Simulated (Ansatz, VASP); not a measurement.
# One calculation of GaCo, two programs

```
Ga Co
1.0
     2.90336    0.00000    0.00000
     0.00000    2.90336    0.00000
     0.00000    0.00000    2.90336
Ga Co
1 1
Direct
  0.50000 0.50000 0.50000
  0.00000 0.00000 0.00000
```

Alike in both runs: task single point; functional PBE; k mesh 8 × 8 × 8; occupations fermi-dirac, width 0.1 eV; collinear spin.

|  | VASP | Ansatz |
| --- | --- | --- |
| version | VASP 6.6.1 | Ansatz 0.2.0 |
| potentials or method | VASP PAW PBE potentials, release 64 (Ga_d, Co) | plane waves, PAW |
| plane-wave cutoff (eV) | 520 | 500 |
| valence electrons in the cell | 22 | 30 |

```csv
,VASP,Ansatz,Ansatz less VASP
net moment per atom (μB),0.04,0.05,+0.014
size of the moment on the site where the two differ most (μB),0.09,0.12,+0.035
```

Site moments also hang on the region over which each program counts them. With one functional, cell and mesh, what is left measures potentials, basis and numerics. The two sets of potentials don't hold the same shells in valence. Ansatz warned: «seeded_moment_not_kept».
